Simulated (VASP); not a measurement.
Energy against volume of CsPbI3 (cubic perovskite). Calculation: PBEsol GGA, VASP's PBE PAW potentials (set 64) (plane waves; VASP). Run with 520 eV cut-off, 4×4×4 Γ-centred mesh, Gaussian smearing of 0.050 eV, potentials Cs_sv Pb_d I.

```
V (Å³/atom)  E (eV/atom)
-----------  -----------
46.421          -2.99189
47.857          -2.99897
49.293          -3.00077
50.729          -2.99811
```

Problem. Fit these four points and predict the energy of the run at 44.986 Å³/atom.

Solution. A cubic in V^(−2/3), the third-order Birch-Murnaghan form, passes through the four points with V0 = 49.12 Å³/atom and B0 = 17 GPa, and gives -2.9786 eV/atom there. The run gave -2.9786 eV/atom, +0.0 meV/atom from the fit; all five points give B0 = 17 GPa.

The compound is CsPbI3 in the cubic perovskite structure, the ideal cubic form; the compound distorts at low or room temperature. It was relaxed first.
